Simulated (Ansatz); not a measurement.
# Electric field gradients in BN

Method: DFT PBE+D3(BJ), scalar-relativistic, plane waves, PAW in Ansatz. Settings: 420 eV plane-wave cutoff, Γ-centred 12×12×12 mesh, fixed occupations. No spin polarisation.

Equilibrium structure at this level:
```
B N
1.0
     2.49504    0.00219   -0.23511
    -1.23832    2.16606    0.23509
    -0.93688   -0.90529    3.35131
B N
1 1
Direct
  0.99104 0.99142 0.99385
  0.65711 0.32446 0.99296
```

Problem. Give V_zz (10²¹ V/m²) and the asymmetry η at each distinct site.

Solution.
| atom | V_zz | η |
| --- | --- | --- |
| B (atom 1) | 2.79 | 0.00 |
| N (atom 2) | -0.297 | 0.00 |

This form isn't the usual stable structure of the compound.

Cost: 1 run of about 0.2 core-minutes, on AMD EPYC 7R43 (Zen 3) (shared hosts).